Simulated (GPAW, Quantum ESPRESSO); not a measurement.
Consider LiCl (Fm-3m).

```xyz
2
Lattice="0.0000 2.5648 2.5648 2.5648 0.0000 2.5648 2.5648 2.5648 0.0000" Properties=species:S:1:pos:R:3 pbc="T T T"
Cl    2.5648    2.5648    2.5648
Li    0.0000    0.0000    0.0000
```

Absorber: atom 1, with 6 Li at 2.56 Å (octahedral, site symmetry m-3m). Method: GPAW, LDA, full core hole (charged cell), 16-atom cell with 7.3 Å between holes, 4×4×4 k points, dipole transitions, Gaussian full width 0.9 eV up to 4 eV, rising linearly to 3.5 eV at 25 eV.

The database entry behind the starting cell differs from later determinations by our own check (0.1 to 0.3 % short, probably kX units), so it need not match the best structure at ambient conditions.

Question: What does the Cl K edge look like?

Main maxima up to 24 eV above the zero (height): 2.5 eV (1.87), 4.7 eV (3.96), 8.6 eV (0.50), 16.5 eV (1.17) and 23.2 eV (1.07). A K edge sees empty p states on the absorber. The total-energy difference plus the lowest empty eigenvalue puts the zero at 2827.65 eV. One term is added: -17.80 eV, since the hole is spin-paired here and a spin-polarised one costs that much less in the free atom (computed apart). The photon energy is then 2809.85 eV. The functional and the charged cell's background leave an error in such absolute values: in the free atom LDA prices this hole 9.7 eV below PBE (computed apart), and PBE is itself good to a few eV.

The Cl K spectrum (energy from the lowest empty level; intensity scaled to a mean of 1 over the first 20 eV):

| E (eV) | intensity |
| --- | --- |
| -2.0 | 0.00 |
| -1.4 | 0.00 |
| -0.8 | 0.00 |
| -0.2 | 0.01 |
| 0.4 | 0.08 |
| 1.0 | 0.23 |
| 1.6 | 0.62 |
| 2.2 | 1.68 |
| 2.8 | 1.64 |
| 3.4 | 1.45 |
| 4.0 | 2.60 |
| 4.6 | 3.90 |
| 5.2 | 3.43 |
| 5.8 | 1.74 |
| 6.4 | 0.50 |
| 7.0 | 0.24 |
| 7.6 | 0.30 |
| 8.2 | 0.45 |
| 8.8 | 0.49 |
| 9.4 | 0.41 |
| 10.0 | 0.38 |
| 10.6 | 0.41 |
| 11.2 | 0.42 |
| 11.8 | 0.45 |
| 12.4 | 0.52 |
| 13.0 | 0.63 |
| 13.6 | 0.74 |
| 14.2 | 0.84 |
| 14.8 | 0.96 |
| 15.4 | 1.07 |
| 16.0 | 1.15 |
| 16.6 | 1.17 |
| 17.2 | 1.11 |
| 17.8 | 0.99 |
| 18.4 | 0.86 |
| 19.0 | 0.80 |
| 19.6 | 0.80 |
| 20.2 | 0.84 |
| 20.8 | 0.88 |
| 21.4 | 0.93 |
| 22.0 | 0.99 |
| 22.6 | 1.05 |
| 23.2 | 1.07 |
| 23.8 | 1.04 |
| 24.4 | 0.99 |
| 25.0 | 0.93 |
| 25.6 | 0.91 |
| 26.2 | 0.92 |
| 26.8 | 0.97 |
| 27.4 | 1.05 |
| 28.0 | 1.12 |
| 28.6 | 1.19 |
| 29.2 | 1.25 |

The mesh is coarse (0.27 Å⁻¹ between points), so small maxima may be mesh ripples. The structure is a published determination, not relaxed.

[Banner, clock and machine lines of the logs are left out without a mark of their own.]

[Logs are printed without paths, hosts, clocks, repeated set-up lines and the standing remarks that a program may print on its own settings, such as how far it seeks lower states.]

[Hosts, paths, dates, database ids (printed as entryN), source tags and the programs' standing remarks are cut or masked in the printed files.]

[Lists of maxima count a maximum above −3 eV only where it reaches 4 % of the highest in the window and stands out from its surroundings by 2 % of it (1.5 % where it reaches 55 %); shoulders and weaker maxima are passed over, and of the rest the first, up to two pre-edge ones and the few strongest are named.]
